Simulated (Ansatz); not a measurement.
## CaF2: elastic constants from stress and strain

```
CELL_PARAMETERS angstrom
0.00000 2.73125 2.73125
2.73125 0.00000 2.73125
2.73125 2.73125 0.00000
ATOMIC_POSITIONS crystal
Ca 0.00000 0.00000 0.00000
F 0.25000 0.25000 0.25000
F 0.75000 0.75000 0.75000
```

Atoms are numbered in the order listed.

The geometry is COD entry 5000222, unchecked; take it as a test cell.

Computed with Ansatz 0.2.0, DFT, LDA, all-electron LAPW, scalar-relativistic.

Settings: a Γ-centred 10×10×10 k mesh, Fermi–Dirac smearing of 0.03 eV, basis error target 0.5 meV/atom, no spin polarisation.

The unstrained cell is at -6.46 GPa. Large strains and very small stresses are left out. Each strain is applied once, with fractional coordinates held (clamped ions), and σ below is the change of stress, positive in tension. One finite strain gives stress–strain coefficients at this pressure with an error of the order of the strain times third-order constants, a few per cent for each per cent of strain.

With equal xy, yz and zx engineering shear strains of -1 %, the run gives σxy = -0.35 GPa and γxy = 2εxy = -0.0100. Which stiffness follows?

C44 (clamped ions) = σxy/γxy = 35 GPa.

Estimate the stiffness probed by this change, and the stress that it gives: equal xy, yz and zx engineering shear strains of +1 %.

σxy = 0.32 GPa and γxy = 2εxy = 0.0100, so C44 (clamped ions) = σxy/γxy = 32 GPa.

The two estimates of C44 (clamped ions) differ. Why, and which value is best?

Finite strains add third-order terms, which change sign with the strain; interpolating the two linearly to zero strain gives 34 GPa, the better value.
